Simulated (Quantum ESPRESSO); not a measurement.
# MgO (Fm-3m) in Quantum ESPRESSO: settings compared, part 4 of 4

Quantum ESPRESSO 7.5.

## Step 6: Phonons, RPBE

pw.in

```
&CONTROL
  calculation = 'scf'
  prefix = 'pwscf'
  outdir = './tmp'
  pseudo_dir = './pseudo'
  tprnfor = .true.
  tstress = .true.
  disk_io = 'low'
/
&SYSTEM
  ibrav = 0
  nat = 2
  ntyp = 2
  ecutwfc = 84
  nbnd = 14
  input_dft = 'rpbe'
  occupations = 'smearing'
  smearing = 'fd'
  degauss = 0.00367493
/
&ELECTRONS
  conv_thr = 4d-10
  electron_maxstep = 120
  mixing_beta = 0.5
/
ATOMIC_SPECIES
Mg    24.3050 Mg.upf
O     15.9990 O.upf
CELL_PARAMETERS angstrom
   0.0000000000    2.0970013927    2.0970013927
   2.0970013927    0.0000000000    2.0970013927
   2.0970013927    2.0970013927    0.0000000000
ATOMIC_POSITIONS angstrom
Mg     0.0000000000    0.0000000000    0.0000000000
O      2.0970013927    2.0970013927    2.0970013927
K_POINTS automatic
6 6 6 1 1 1
```

relax.in

```
&CONTROL
  calculation = 'vc-relax'
  prefix = 'pwscf'
  outdir = './tmp'
  pseudo_dir = './pseudo'
  tprnfor = .true.
  tstress = .true.
  disk_io = 'low'
  nstep = 40
  forc_conv_thr = 0.0001
  etot_conv_thr = 1d-06
/
&SYSTEM
  ibrav = 0
  nat = 2
  ntyp = 2
  ecutwfc = 84
  nbnd = 14
  input_dft = 'rpbe'
  occupations = 'smearing'
  smearing = 'fd'
  degauss = 0.00367493
/
&ELECTRONS
  conv_thr = 4d-10
  electron_maxstep = 120
  mixing_beta = 0.5
/
&IONS
  ion_dynamics = 'bfgs'
/
&CELL
  cell_dynamics = 'bfgs'
  press = 0
  press_conv_thr = 0.2
/
ATOMIC_SPECIES
Mg    24.3050 Mg.upf
O     15.9990 O.upf
CELL_PARAMETERS angstrom
   0.0000000000    2.0970013927    2.0970013927
   2.0970013927    0.0000000000    2.0970013927
   2.0970013927    2.0970013927    0.0000000000
ATOMIC_POSITIONS angstrom
Mg     0.0000000000    0.0000000000    0.0000000000
O      2.0970013927    2.0970013927    2.0970013927
K_POINTS automatic
6 6 6 1 1 1
```

scf2.in

```
&CONTROL
  calculation = 'scf'
  prefix = 'pwscf'
  outdir = './tmp'
  pseudo_dir = './pseudo'
  tprnfor = .true.
  tstress = .true.
  disk_io = 'low'
/
&SYSTEM
  ibrav = 0
  nat = 2
  ntyp = 2
  ecutwfc = 84
  nbnd = 14
  input_dft = 'rpbe'
  occupations = 'fixed'
/
&ELECTRONS
  conv_thr = 1d-13
  electron_maxstep = 120
  mixing_beta = 0.5
  startingpot = 'file'
  startingwfc = 'file'
/
ATOMIC_SPECIES
Mg    24.3050 Mg.upf
O     15.9990 O.upf
CELL_PARAMETERS angstrom
   0.0000000000    2.1453110972    2.1453110972
   2.1453110972    0.0000000000    2.1453110972
   2.1453110972    2.1453110972    0.0000000000
ATOMIC_POSITIONS angstrom
Mg     0.0000000000    0.0000000000    0.0000000000
O      2.1453110972    2.1453110972    2.1453110972
K_POINTS automatic
6 6 6 1 1 1
```

ph.in

```
phonons of MgO
&INPUTPH
  prefix = 'pwscf'
  outdir = './tmp'
  tr2_ph = 1d-18
  fildyn = 'dyn'
  niter_ph = 90
  alpha_mix(1) = 0.7
  epsil = .true.
/
0.0000000000 0.0000000000 0.0000000000
```

dynmat.in

```
&INPUT
  fildyn = 'dyn'
  asr = 'crystal'
  lperm = .true.
  filout = 'dynmat.disp'
  fileig = 'dynmat.eig'
/
```

dynmat_lo.in

```
&INPUT
  fildyn = 'dyn'
  asr = 'crystal'
  filout = 'dynmat_lo.disp'
  fileig = 'dynmat_lo.eig'
  q(1) = 0
  q(2) = 0
  q(3) = 1
/
```

Potentials or basis: PseudoDojo 0.4.1 SR PBE standard.

Started as:

```
$ OMP_NUM_THREADS=1 pw.x -in pw.in > pw.out
$ OMP_NUM_THREADS=1 pw.x -in relax.in > relax.out
$ OMP_NUM_THREADS=1 pw.x -in scf2.in > scf2.out
$ OMP_NUM_THREADS=1 ph.x -in ph.in > ph.out
$ OMP_NUM_THREADS=1 dynmat.x -in dynmat.in > dynmat.out
$ OMP_NUM_THREADS=1 dynmat.x -in dynmat_lo.in > dynmat_lo.out
```

pw.out:

```text
This program is part of the open-source Quantum ESPRESSO suite
     for quantum simulation of materials; please cite
         "P. Giannozzi et al., J. Phys.:Condens. Matter 21 395502 (2009);
         "P. Giannozzi et al., J. Phys.:Condens. Matter 29 465901 (2017);
         "P. Giannozzi et al., J. Chem. Phys. 152 154105 (2020);
     in publications or presentations arising from this work. More details at

     IMPORTANT: XC functional enforced from input :
     Exchange-correlation= RPBE
                           (   1   4  44   4   0   0   0)
     Any further DFT definition will be discarded
     Please, verify this is what you really want

     Message from routine setup:
     using ibrav=0 with symmetry is DISCOURAGED, use correct ibrav instead

     G-vector sticks info
     --------------------
     sticks:   dense  smooth     PW     G-vecs:    dense   smooth      PW
     Sum         733     733    223                12939    12939    2229

     Using Slab Decomposition

     bravais-lattice index     =            0
     lattice parameter (alat)  =       5.6042  a.u.
     unit-cell volume          =     124.4580 (a.u.)^3
     number of atoms/cell      =            2
     number of atomic types    =            2
     number of electrons       =        16.00
     number of Kohn-Sham states=           14
     kinetic-energy cutoff     =      84.0000  Ry
     charge density cutoff     =     336.0000  Ry
     scf convergence threshold =      4.0E-10
[... 83 lines left out ...]

     Initial potential from superposition of free atoms

     starting charge      15.9992, renormalised to      16.0000
     Starting wfcs are    9 randomized atomic wfcs +    5 random wfcs

     Self-consistent Calculation

     iteration #  1     ecut=    84.00 Ry     beta= 0.50
     Davidson diagonalization with overlap
     ethr =  1.00E-02,  avg # of iterations =  5.7

     total energy              =    -152.10960706 Ry
     estimated scf accuracy    <       0.41133989 Ry
[... 50 lines left out ...]
     iteration #  9     ecut=    84.00 Ry     beta= 0.50
     Davidson diagonalization with overlap
     ethr =  3.42E-12,  avg # of iterations =  2.0

     End of self-consistent calculation

          k = 0.0589 0.0589 0.0589 (  1624 PWs)   bands (ev):

   -64.0717 -30.8729 -30.8677 -30.8677  -8.8203   7.8878   8.2953   8.2953
    13.8445  23.5328  24.7133  24.7133  29.6087  29.8130
[... 73 lines left out ...]
   -64.0606 -30.9381 -30.8980 -30.8946  -7.3553   4.3930   6.8212   7.0477
    17.9760  18.9487  21.6204  27.5025  27.5359  34.7763

          k =-0.5303 0.1768-0.0589 (  1628 PWs)   bands (ev):

   -64.0618 -30.9313 -30.8979 -30.8891  -7.4936   4.7067   6.6103   7.1680
    18.6518  19.3674  21.8880  26.2827  27.8362  33.4488

          k =-0.4125 0.0589 0.0589 (  1623 PWs)   bands (ev):
[... 51 lines left out ...]
   -64.0624 -30.9445 -30.8907 -30.8789  -7.4852   4.1665   6.7843   7.5703
    17.6444  20.9713  22.9323  25.6701  29.5329  31.2237

     the Fermi energy is    10.3143 ev

!    total energy              =    -152.23108441 Ry
     estimated scf accuracy    <          5.3E-11 Ry
     smearing contrib. (-TS)   =       0.00000000 Ry
     internal energy E=F+TS    =    -152.23108441 Ry

     The total energy is F=E-TS. E is the sum of the following terms:
     one-electron contribution =     -73.82494412 Ry
     hartree contribution      =      41.44893074 Ry
     xc contribution           =     -24.68030533 Ry
     ewald contribution        =     -95.17476569 Ry

     convergence has been achieved in   9 iterations

     Forces acting on atoms (cartesian axes, Ry/au):

     atom    1 type  1   force =    -0.00000000   -0.00000000    0.00000000
     atom    2 type  2   force =     0.00000000    0.00000000   -0.00000000

     Total force =     0.000000     Total SCF correction =     0.000000

     Computing stress (Cartesian axis) and pressure

          total   stress  (Ry/bohr**3)                   (kbar)     P=      112.48
   0.00076464   0.00000000   0.00000000          112.48        0.00        0.00
   0.00000000   0.00076464   0.00000000            0.00      112.48        0.00
   0.00000000   0.00000000   0.00076464            0.00        0.00      112.48

=------------------------------------------------------------------------------=
   JOB DONE.
=------------------------------------------------------------------------------=
```

relax.out:

```text
This program is part of the open-source Quantum ESPRESSO suite
     for quantum simulation of materials; please cite
         "P. Giannozzi et al., J. Phys.:Condens. Matter 21 395502 (2009);
         "P. Giannozzi et al., J. Phys.:Condens. Matter 29 465901 (2017);
         "P. Giannozzi et al., J. Chem. Phys. 152 154105 (2020);
[... 1477 lines left out ...]
   0.00000000   0.00001482   0.00000000            0.00        2.18        0.00
  -0.00000000  -0.00000000   0.00001482           -0.00       -0.00        2.18

=------------------------------------------------------------------------------=
   JOB DONE.
=------------------------------------------------------------------------------=
```

Run time: 4.4 min. Hardware: 1 thread of Arm Neoverse V1, shared host; peak memory 0.05 GiB.

Results:

```yaml
Free_energy: -2071.2541 eV
Relaxed_volume: 9.87 Å³/atom
Relaxed_cell: a = 3.034 Å, b = 3.034 Å, c = 3.034 Å, α = 60.00°, β = 60.00°, γ = 60.00°
Space_group_after_relaxing_to_0.05_Å: Fm-3m (No. 225)
Pressure_after_relaxing: 0.2 GPa
Electronic_dielectric_tensor_diagonal: 3.22
Born_charges_mean_of_the_diagonal: Mg +2.01; O -2.01 e
```

The path:
```csv
step,energy change (eV),largest force (eV/Å),pressure (GPa),volume (Å³)
1,0.0000,0.0000,11.25,18.44
2,-0.0422,0.0000,1.72,19.52
3,-0.0434,0.0000,0.14,19.73
4,-0.0434,0.0000,0.00,19.75
```

Final structure:
```cif
data_structure
_symmetry_space_group_name_H-M 'P 1'
_symmetry_Int_Tables_number 1
_cell_length_a 3.0339
_cell_length_b 3.0339
_cell_length_c 3.0339
_cell_angle_alpha 60.000
_cell_angle_beta 60.000
_cell_angle_gamma 60.000
_cell_volume 19.75
loop_
_atom_site_label
_atom_site_type_symbol
_atom_site_fract_x
_atom_site_fract_y
_atom_site_fract_z
_atom_site_occupancy
Mg1 Mg 0.00000 0.00000 0.00000 1
O1 O 0.50000 0.50000 0.50000 1
```

Electronic dielectric tensor:
```
3.22 0.00 0.00
0.00 3.22 0.00
0.00 0.00 3.22
```

Born effective charge tensors (e):
atom 1, Mg
```
2.01 0.00 0.00
0.00 2.01 0.00
0.00 0.00 2.01
```
atom 2, O
```
-2.01  0.00  0.00
 0.00 -2.01  0.00
 0.00  0.00 -2.01
```

Caveat: the acoustic modes lie far from zero, so the frequencies are unreliable; the potentials were made for another functional, which shifts forces and pressure.

## Step 7: The runs side by side

```csv
level,potentials or basis,form of the LDA correlation,pressure (GPa)
LDA,PseudoDojo 0.4.1 SR LDA standard,PW92,0.0
PBE,PseudoDojo 0.4.1 SR PBE standard,-,0.1
PBEsol,PseudoDojo 0.4.1 SR PBEsol standard,-,0.0
WC,PseudoDojo 0.4.1 SR PBE standard,-,0.1
RPBE,PseudoDojo 0.4.1 SR PBE standard,-,0.2
```

Alike in all rows: task phonons; no spin polarisation; cell relaxed; k mesh 6 × 6 × 6, shifted; cutoff (eV) 1143; smearing fermi-dirac 0.05 eV.

Caveats: before the sum rule the acoustic modes lie tens of cm⁻¹ from zero, a sign that the density grid also shifts the optical modes (some runs); the potentials were made for another functional, which shifts forces and pressure (some runs); the acoustic modes lie far from zero, so the frequencies are unreliable (some runs).

Absolute energies hang on the potentials; compare differences alone.

## Step 8: Comparison with measurements

Step 2. Against the measured high-frequency dielectric constant of MgO, 2.95 (295 K; “Infrared Optical Properties of Ferropericlase (Mg1-xFexO): Experiment and Theory”, 2007, arxiv:0704.2267), the calculated 3.17 is off by +7.5 %.

Step 3. Against the measured high-frequency dielectric constant of MgO, 2.95 (295 K; “Infrared Optical Properties of Ferropericlase (Mg1-xFexO): Experiment and Theory”, 2007, arxiv:0704.2267), the calculated 3.23 is off by +9.4 %.

Step 4. Against the measured high-frequency dielectric constant of MgO, 2.95 (295 K; “Infrared Optical Properties of Ferropericlase (Mg1-xFexO): Experiment and Theory”, 2007, arxiv:0704.2267), the calculated 3.23 is off by +9.6 %.

Step 5. A measured high-frequency dielectric constant of MgO is 2.95 (295 K; “Infrared Optical Properties of Ferropericlase (Mg1-xFexO): Experiment and Theory”, 2007, arxiv:0704.2267); the calculated 3.24 misses it by +9.7 %.

Step 6. Measured high-frequency dielectric constant of MgO: 2.95 (295 K; “Infrared Optical Properties of Ferropericlase (Mg1-xFexO): Experiment and Theory”, 2007, arxiv:0704.2267). This calculation gives 3.22 (+9.1 %).
